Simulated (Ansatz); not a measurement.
# GaN (P6_3mc): the host for defect calculations

Aim: the runs on the perfect crystal GaN (P6_3mc) that a defect calculation needs first.

Method: plane-wave PAW DFT, r2SCAN; relaxation of the host's cell and atoms; PAW set soft_1, in the first sound run; inputs show where later runs differ, in Ansatz 0.2.0.

Most raw output is cut from this account.

**1. Starting point**

Symmetry: P6_3mc, No. 186, hexagonal system. Conventional cell: a = 3.189 Å, b = 3.189 Å, c = 5.192 Å, α = 90.00°, β = 90.00°, γ = 120.00°. Nearest to Ga lie 4 N at 1.95 to 1.96 Å. Nearest to N lie 4 Ga at 1.95 to 1.96 Å. Farther neighbours and most contacts between anions are not listed.

**2. Host cell relaxation**

Lattice and positions are set free, within the symmetry that the program keeps.

cell/input.yaml reads:

```yaml
crystal:
  lattice:
    - [3.1889304, 0.0, 0.0]
    - [-1.5944652, 2.7616947, 0.0]
    - [0.0, 0.0, 5.1923572]
  atoms:
    - { symbol: Ga, position: [0.66666667, 0.33333333, 0.49908371] }
    - { symbol: Ga, position: [0.33333333, 0.66666667, 0.99908371] }
    - { symbol: "N", position: [0.66666667, 0.33333333, 0.87591629] }
    - { symbol: "N", position: [0.33333333, 0.66666667, 0.37591629] }
basis:
  ecutwfc: 500
  xc_grid: 2
hamiltonian:
  xc: r2scan
  pseudopotentials: { kind: paw, azcp: { folder: soft_1 } }
kpoints:
  mp_grid: { grid: [10, 10, 6] }
scf:
  occupations: { method: fixed }
  max_iter: 100
relax:
  f_tol: 0.005
  max_steps: 60
  cell: {}
output:
  forces: true
  stress: true
checkpoint:
  write: "../cell.run"
  compress: false
  write_wavefunctions: false
  write_every: 100000
```

Launch:

```bash
$ ansatz run input.yaml --threads 32 --pin off --max-ram 84787MiB --backend cuda --events-out ev --progress --plain --runs-dir out --max-vram 78GiB
```

It took 1.7 s on 1 × NVIDIA GB200 with 32 threads of Arm Neoverse V2, shared host; peak memory 1.1 GiB.

Step by step:

| step | energy less that of the first step (eV) | largest force component (eV/Å) | pressure (GPa) | volume (Å³) |
| --- | --- | --- | --- | --- |
| 1 | 0.0000 | 0.0011 | -1.00 | 45.73 |
| 2 | -0.0007 | 0.0010 | -0.39 | 45.58 |
| 3 | -0.0009 | 0.0005 | 0.00 | 45.49 |
| 4* | -0.0007 | 0.0005 | 0.00 | 45.49 |

Relaxation steps marked * repeat the geometry before them on a plane-wave basis chosen anew for their cell, so energy and pressure can jump there.

Forces are held to the 12 operations that the run works with; a distortion that breaks them can't arise in this run.

| conventional cell, symmetrised | before | after | change |
| --- | --- | --- | --- |
| a (Å) | 3.189 | 3.183 | -0.2 % |
| b (Å) | 3.189 | 3.183 | -0.2 % |
| c (Å) | 5.192 | 5.184 | -0.2 % |
| volume (Å³/atom) | 11.43 | 11.37 | -0.5 % |

The relaxed structure:

```xyz
4
Lattice="3.1833 0.0000 0.0000 -1.5916 2.7568 0.0000 0.0000 0.0000 5.1838" Properties=species:S:1:pos:R:3 pbc="T T T"
Ga    1.5917    0.9189    2.5873
Ga    0.0000    1.8379    5.1792
N     1.5917    0.9189    4.5405
N     0.0000    1.8379    1.9486
```

This step gave:

```
pressure : 0.003683 GPa
```

**3. Dielectric tensors of the host**

The response to a uniform electric field gives the electronic dielectric tensor.

This step: plane-wave PAW DFPT, PBEsol; dielectric tensors, Born charges and zone-centre modes of the host; PAW set soft_1 (Ansatz 0.2.0).

eps/input.yaml reads:

```yaml
crystal:
  lattice:
    - [3.1832726057, 0.0, 0.0]
    - [-1.5916363029, 2.7567949437, 0.0]
    - [0.0, 0.0, 5.1838317307]
  atoms:
    - { symbol: Ga, position: [0.6666666667, 0.3333333333, 0.4991062363] }
    - { symbol: Ga, position: [0.3333333333, 0.6666666667, 0.9991062363] }
    - { symbol: "N", position: [0.6666666667, 0.3333333333, 0.8758937637] }
    - { symbol: "N", position: [0.3333333333, 0.6666666667, 0.3758937637] }
basis:
  ecutwfc: 420
hamiltonian:
  xc: pbesol
  pseudopotentials: { kind: paw, azcp: { folder: soft_1 }, xc_functional: pbe }
kpoints:
  mp_grid: { grid: [9, 9, 5] }
scf:
  occupations: { method: fixed }
  max_iter: 100
phonons:
  method: dfpt
  dielectric: true
  rigid_motions: translations
```

Wall time 7.8 s (1 × NVIDIA GB200 with 32 threads); peak memory 2.1 GiB.

Electronic dielectric tensor:

```
5.83 0.00 0.00
0.00 5.83 0.00
0.00 0.00 6.02
```

Static dielectric tensor:

```
10.10  0.00  0.00
 0.00 10.10  0.00
 0.00  0.00 11.19
```

The principal values of the electronic dielectric tensor are 5.83, 5.83 and 6.02. The principal values of the static dielectric tensor are 10.10, 10.10 and 11.19.

**4. Defect free supercell relaxed in its symmetry**

This cell, the one that will hold the defects, is built from the relaxed host. Its coarser k-points can move the atoms a little, so it is relaxed from the symmetric sites, as the reference for the test of stability.

This step: plane-wave PAW DFT, r2SCAN; relaxation of the defect-free supercell in its symmetry; PAW set soft_1 (Ansatz 0.2.0).

System of this step: GaN (P6_3mc). The cell holds 72 atoms: 36 Ga and 36 N. Cell: a = 9.550 Å, b = 9.550 Å, c = 10.368 Å, α = 90.0°, β = 90.0°, γ = 120.0°.

pristine.symmetric/input.yaml reads:

```yaml
crystal:
  lattice:
    - [9.5498178172, 0.0, 0.0]
    - [-4.7749089086, 8.2703848312, 0.0]
    - [0.0, 0.0, 10.3676634614]
  atoms:
    - { symbol: Ga, position: [0.2222222222, 0.1111111111, 0.2495531182] }
    - { symbol: Ga, position: [0.1111111111, 0.2222222222, 0.4995531182] }
    - { symbol: "N", position: [0.2222222222, 0.1111111111, 0.4379468818] }
    - { symbol: "N", position: [0.1111111111, 0.2222222222, 0.1879468818] }
    - { symbol: Ga, position: [0.2222222222, 0.1111111111, 0.7495531182] }
    - { symbol: Ga, position: [0.1111111111, 0.2222222222, 0.9995531182] }
    - { symbol: "N", position: [0.2222222222, 0.1111111111, 0.9379468818] }
    - { symbol: "N", position: [0.1111111111, 0.2222222222, 0.6879468818] }
    - { symbol: Ga, position: [0.2222222222, 0.4444444444, 0.2495531182] }
    - { symbol: Ga, position: [0.1111111111, 0.5555555556, 0.4995531182] }
    - { symbol: "N", position: [0.2222222222, 0.4444444444, 0.4379468818] }
    - { symbol: "N", position: [0.1111111111, 0.5555555556, 0.1879468818] }
    - { symbol: Ga, position: [0.2222222222, 0.4444444444, 0.7495531182] }
    - { symbol: Ga, position: [0.1111111111, 0.5555555556, 0.9995531182] }
    - { symbol: "N", position: [0.2222222222, 0.4444444444, 0.9379468818] }
    - { symbol: "N", position: [0.1111111111, 0.5555555556, 0.6879468818] }
    - { symbol: Ga, position: [0.2222222222, 0.7777777778, 0.2495531182] }
    - { symbol: Ga, position: [0.1111111111, 0.8888888889, 0.4995531182] }
    - { symbol: "N", position: [0.2222222222, 0.7777777778, 0.4379468818] }
    - { symbol: "N", position: [0.1111111111, 0.8888888889, 0.1879468818] }
    - { symbol: Ga, position: [0.2222222222, 0.7777777778, 0.7495531182] }
    - { symbol: Ga, position: [0.1111111111, 0.8888888889, 0.9995531182] }
    - { symbol: "N", position: [0.2222222222, 0.7777777778, 0.9379468818] }
    - { symbol: "N", position: [0.1111111111, 0.8888888889, 0.6879468818] }
    - { symbol: Ga, position: [0.5555555556, 0.1111111111, 0.2495531182] }
    - { symbol: Ga, position: [0.4444444444, 0.2222222222, 0.4995531182] }
    - { symbol: "N", position: [0.5555555556, 0.1111111111, 0.4379468818] }
    - { symbol: "N", position: [0.4444444444, 0.2222222222, 0.1879468818] }
    - { symbol: Ga, position: [0.5555555556, 0.1111111111, 0.7495531182] }
    - { symbol: Ga, position: [0.4444444444, 0.2222222222, 0.9995531182] }
    - { symbol: "N", position: [0.5555555556, 0.1111111111, 0.9379468818] }
    - { symbol: "N", position: [0.4444444444, 0.2222222222, 0.6879468818] }
    - { symbol: Ga, position: [0.5555555556, 0.4444444444, 0.2495531182] }
    - { symbol: Ga, position: [0.4444444444, 0.5555555556, 0.4995531182] }
    - { symbol: "N", position: [0.5555555556, 0.4444444444, 0.4379468818] }
    - { symbol: "N", position: [0.4444444444, 0.5555555556, 0.1879468818] }
    - { symbol: Ga, position: [0.5555555556, 0.4444444444, 0.7495531182] }
    - { symbol: Ga, position: [0.4444444444, 0.5555555556, 0.9995531182] }
    - { symbol: "N", position: [0.5555555556, 0.4444444444, 0.9379468818] }
    - { symbol: "N", position: [0.4444444444, 0.5555555556, 0.6879468818] }
    - { symbol: Ga, position: [0.5555555556, 0.7777777778, 0.2495531182] }
    - { symbol: Ga, position: [0.4444444444, 0.8888888889, 0.4995531182] }
    - { symbol: "N", position: [0.5555555556, 0.7777777778, 0.4379468818] }
    - { symbol: "N", position: [0.4444444444, 0.8888888889, 0.1879468818] }
    - { symbol: Ga, position: [0.5555555556, 0.7777777778, 0.7495531182] }
    - { symbol: Ga, position: [0.4444444444, 0.8888888889, 0.9995531182] }
    - { symbol: "N", position: [0.5555555556, 0.7777777778, 0.9379468818] }
    - { symbol: "N", position: [0.4444444444, 0.8888888889, 0.6879468818] }
    - { symbol: Ga, position: [0.8888888889, 0.1111111111, 0.2495531182] }
    - { symbol: Ga, position: [0.7777777778, 0.2222222222, 0.4995531182] }
    - { symbol: "N", position: [0.8888888889, 0.1111111111, 0.4379468818] }
    - { symbol: "N", position: [0.7777777778, 0.2222222222, 0.1879468818] }
    - { symbol: Ga, position: [0.8888888889, 0.1111111111, 0.7495531182] }
    - { symbol: Ga, position: [0.7777777778, 0.2222222222, 0.9995531182] }
    - { symbol: "N", position: [0.8888888889, 0.1111111111, 0.9379468818] }
    - { symbol: "N", position: [0.7777777778, 0.2222222222, 0.6879468818] }
    - { symbol: Ga, position: [0.8888888889, 0.4444444444, 0.2495531182] }
    - { symbol: Ga, position: [0.7777777778, 0.5555555556, 0.4995531182] }
    - { symbol: "N", position: [0.8888888889, 0.4444444444, 0.4379468818] }
    - { symbol: "N", position: [0.7777777778, 0.5555555556, 0.1879468818] }
    - { symbol: Ga, position: [0.8888888889, 0.4444444444, 0.7495531182] }
    - { symbol: Ga, position: [0.7777777778, 0.5555555556, 0.9995531182] }
    - { symbol: "N", position: [0.8888888889, 0.4444444444, 0.9379468818] }
    - { symbol: "N", position: [0.7777777778, 0.5555555556, 0.6879468818] }
    - { symbol: Ga, position: [0.8888888889, 0.7777777778, 0.2495531182] }
    - { symbol: Ga, position: [0.7777777778, 0.8888888889, 0.4995531182] }
    - { symbol: "N", position: [0.8888888889, 0.7777777778, 0.4379468818] }
    - { symbol: "N", position: [0.7777777778, 0.8888888889, 0.1879468818] }
    - { symbol: Ga, position: [0.8888888889, 0.7777777778, 0.7495531182] }
    - { symbol: Ga, position: [0.7777777778, 0.8888888889, 0.9995531182] }
    - { symbol: "N", position: [0.8888888889, 0.7777777778, 0.9379468818] }
    - { symbol: "N", position: [0.7777777778, 0.8888888889, 0.6879468818] }
basis:
  ecutwfc: 500
  xc_grid: 2
hamiltonian:
  xc: r2scan
  pseudopotentials: { kind: paw, azcp: { folder: soft_1 } }
kpoints:
  mp_grid: { grid: [1, 1, 1] }
scf:
  occupations: { method: fermi_dirac, width: 0.01 }
  max_iter: 100
  lower_state_search: "off"
output:
  forces: true
relax:
  f_tol: 0.015
  max_steps: 60
  escape_saddle: false
checkpoint:
  write: "../pristine.symmetric.run"
  compress: false
  write_wavefunctions: false
  write_every: 100000
```

It took 1.9 s on 1 × NVIDIA GB200 with 32 threads; peak memory 1.2 GiB; 6.1 s of CPU time.

No atom moved by 0.005 Å in the relaxation.

**5. Defect free supercell relaxed from displaced atoms**

This step: plane-wave PAW DFT, r2SCAN; relaxation of the defect-free supercell from random displacements, a test of the host's stability; PAW set soft_1 (Ansatz 0.2.0).

pristine.rattled/input.yaml, as its differences from pristine.symmetric/input.yaml of step 4:

```diff
@@ -94,6 +94,6 @@
   f_tol: 0.015
-  max_steps: 60
-  escape_saddle: false
+  max_steps: 120
+  random_displacement: { amplitude: 0.06, seed: 3911 }
 checkpoint:
-  write: "../pristine.symmetric.run"
+  write: "../pristine.rattled.run"
   compress: false
```

The job ended after 3.2 s (1 × NVIDIA GB200 with 32 threads; peak memory 1.2 GiB).

The steps of the relaxation:

| step | energy less that of the first step (eV) | largest force component (eV/Å) |
| --- | --- | --- |
| 1 | 0.0000 | 2.1455 |
| 2 | -2.0421 | 1.0560 |
| 3 | -2.6726 | 0.0152 |
| 4 | -2.6726 | 0.0152 |
| 5 | -2.6728 | 0.0003 |

The relaxation ends 37 meV an atom lower than the displaced start, with a largest force component of 2.7e-4 eV/Å.

**6. Host on a dense mesh**

This step: plane-wave PAW DFT, r2SCAN; single point of the defect-free host, a test of the k-point sampling; PAW set soft_1 (Ansatz 0.2.0).

System of this step: GaN (P6_3mc). The structure is hexagonal, space group P6_3mc (No. 186). Conventional cell: a = 3.183 Å, b = 3.183 Å, c = 5.184 Å, α = 90.00°, β = 90.00°, γ = 120.00°. Nearest to Ga lie 4 N at 1.95 Å. Nearest to N lie 4 Ga at 1.95 Å. Farther neighbours and most contacts between anions are not listed.

dense/input.yaml reads:

```yaml
crystal:
  lattice:
    - [3.1832726057, 0.0, 0.0]
    - [-1.5916363029, 2.7567949437, 0.0]
    - [0.0, 0.0, 5.1838317307]
  atoms:
    - { symbol: Ga, position: [0.6666666667, 0.3333333333, 0.4991062363] }
    - { symbol: Ga, position: [0.3333333333, 0.6666666667, 0.9991062363] }
    - { symbol: "N", position: [0.6666666667, 0.3333333333, 0.8758937637] }
    - { symbol: "N", position: [0.3333333333, 0.6666666667, 0.3758937637] }
basis:
  ecutwfc: 500
  xc_grid: 2
hamiltonian:
  xc: r2scan
  pseudopotentials: { kind: paw, azcp: { folder: soft_1 } }
kpoints:
  mp_grid: { grid: [10, 10, 6] }
scf:
  occupations: { method: fermi_dirac, width: 0.01 }
  max_iter: 100
  lower_state_search: "off"
checkpoint:
  write: "../dense.run"
  compress: false
  write_wavefunctions: false
  write_every: 100000
```

Run time: 1.2 s. Hardware: 1 × NVIDIA GB200 with 32 threads; peak memory 1 GiB.

**7. Defect free supercell at the zone centre**

The supercell is run at the zone centre, to see how far that sampling misses the dense mesh.

System of this step: GaN (P6_3mc). The cell holds 72 atoms: 36 Ga and 36 N. Cell: a = 9.550 Å, b = 9.550 Å, c = 10.368 Å, α = 90.0°, β = 90.0°, γ = 120.0°.

pristine.sampling_gamma/input.yaml, as its differences from pristine.rattled/input.yaml of step 5:

```diff
@@ -90,10 +90,4 @@
   lower_state_search: "off"
-output:
-  forces: true
-relax:
-  f_tol: 0.015
-  max_steps: 120
-  random_displacement: { amplitude: 0.06, seed: 3911 }
 checkpoint:
-  write: "../pristine.rattled.run"
+  write: "../pristine.sampling_gamma.run"
   compress: false
```

Run time: 1.3 s. Hardware: 1 × NVIDIA GB200 with 32 threads; peak memory 1.2 GiB; 3 s of CPU time.

**8. Defect free supercell at the quarter point**

The supercell is run at one point off the zone centre, to see how far that sampling misses the dense mesh.

pristine.sampling_quarter/input.yaml, as its differences from pristine.sampling_gamma/input.yaml of step 7:

```diff
@@ -85,3 +85,3 @@
 kpoints:
-  mp_grid: { grid: [1, 1, 1] }
+  mp_grid: { grid: [1, 1, 1], shift: [0.25, 0.25, 0.25] }
 scf:
@@ -91,3 +91,3 @@
 checkpoint:
-  write: "../pristine.sampling_gamma.run"
+  write: "../pristine.sampling_quarter.run"
   compress: false
```

It took 2.3 s on 1 × NVIDIA GB200 with 32 threads; peak memory 1.4 GiB.

**9. Outcome**

```json
{"primitive cell vectors, lengths": "3.183, 3.183, 5.184 Å", "electronic dielectric constant": "principal values (5.83, 5.83, 6.02)", "static dielectric constant": "principal values (10.10, 10.10, 11.19)", "gap on the k-mesh of the response run (PBEsol)": "1.88 eV", "supercell relaxed in its symmetry less the displaced and relaxed one": "0.000 eV", "energy an atom at the zone centre alone less that on the dense mesh": "0.072 eV", "energy an atom at one point at (¼, ¼, ¼) less that on the dense mesh": "-0.023 eV"}
```

**Reading.** Step 5: The energy fell by 2.673 eV from the randomly displaced start; the atoms end within 0.005 Å of the sites as typed, once the mean shift is taken out. The displaced cell ends within 0.01 eV of the symmetric one relaxed in its symmetry, so no lower structure shows in this supercell. The k-mesh can miss the band edges, so this gap is an upper bound at this level. All at zero temperature.

[Logs are printed without paths, hosts, clocks, repeated set-up lines and the standing remarks that a program may print on its own settings, such as how far it seeks lower states.]

[Hosts, paths, dates, database ids (printed as entryN), source tags and the programs' standing remarks are cut or masked in the printed files.]

[Runs of the host that timed out are not shown.]

[For some hosts the program warned that the k-mesh of the response run may be too coarse for force constants and the static dielectric constant; such warnings are not always shown.]

[The program warned that the k-mesh of a response run behind this text may be too coarse: force constants, and the static dielectric constant and all else formed from them, are not shown converged.]
